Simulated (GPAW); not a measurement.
Wanted: an ASE script for a GPAW 26.7.0 run.

- Task: band structure
- Functional: M06-L
- Potentials or basis: GPAW PAW data sets (gpaw-data 1.2.1)
- Cutoff: 800 eV
- Basis: pw
- k mesh: 9 × 9 × 9
- Occupations: fermi-dirac, width 0.05 eV
- Spin: collinear spin, ferromagnetic start
- Starting moments: [2.0, 0.0] μB
- Maxiter: 150
- Band path: GXWKGLUWLK,UX
- Band points: 100

The structure of CoO lies in CoO.xyz:

```xyz
2
Lattice="0.0000000000 2.1315000000 2.1315000000 2.1315000000 0.0000000000 2.1315000000 2.1315000000 2.1315000000 0.0000000000" Properties=species:S:1:pos:R:3 pbc="T T T"
Co     0.0000000000      0.0000000000      0.0000000000
O      2.1315000000      2.1315000000      2.1315000000
```

The input as run:

run.py

```python
from ase.dft.bandgap import bandgap
from ase.io import read, write
from ase.units import GPa
from gpaw import GPAW, PW

atoms = read('CoO.xyz')
atoms.set_initial_magnetic_moments([2.0, 0.0])

calc = GPAW(mode=PW(800),
            xc='M06-L',
            kpts={'size': (9, 9, 9), 'gamma': True},
            occupations={'name': 'fermi-dirac', 'width': 0.05},
            nbands=17,
            convergence={'density': 1e-05, 'energy': 1e-05},
            maxiter=150,
            txt='gpaw.txt')
atoms.calc = calc
energy = atoms.get_potential_energy()
forces = atoms.get_forces()
stress = atoms.get_stress()
calc.write('gs.gpw')
write('result.traj', atoms)
print(f'Energy: {energy:.6f} eV')
print('Forces (eV/A):')
print(forces.round(4))
print('Stress (GPa):', (stress / GPa).round(3))
print('Moments:', calc.get_magnetic_moments().round(3))
print('Fermi level:', round(calc.get_fermi_level(), 4), 'eV')
print(f'Gap: {bandgap(calc)[0]:.4f} eV, direct: {bandgap(calc, direct=True)[0]:.4f} eV')

path = atoms.cell.bandpath('GXWKGLUWLK,UX', npoints=100, eps=1e-4)
bs_calc = calc.fixed_density(kpts=path, symmetry='off', nbands=25,
                             convergence={'bands': 'CBM+6.0', 'eigenstates': 1e-6}, txt='bands.txt')
bs = bs_calc.band_structure()
bs.write('bs.json')
print(f'Gap on the path: {bandgap(bs_calc)[0]:.4f} eV')
```

Potentials or basis: GPAW PAW data sets (gpaw-data 1.2.1), pw.

Command:

```console
$ OMP_NUM_THREADS=1 python run.py
```

It gave:

The pressure is -3.2 GPa. The band gap along the path is none (metal or under the smearing width). The net moment is 3.00 μB per cell. The site moments are Co +2.68; O +0.24 μB.

Caveat: the PAW data sets were made with another functional, which shifts forces and pressure a little; a cell with one magnetic atom can't hold antiferromagnetic order, which such compounds often take; semilocal functionals often make such compounds metallic where correlation or magnetic order opens a gap, which also shifts bond lengths.

Wall time 3.8 min on 1 thread of Arm Neoverse V1, on a shared host, peak memory 0.38 GiB.
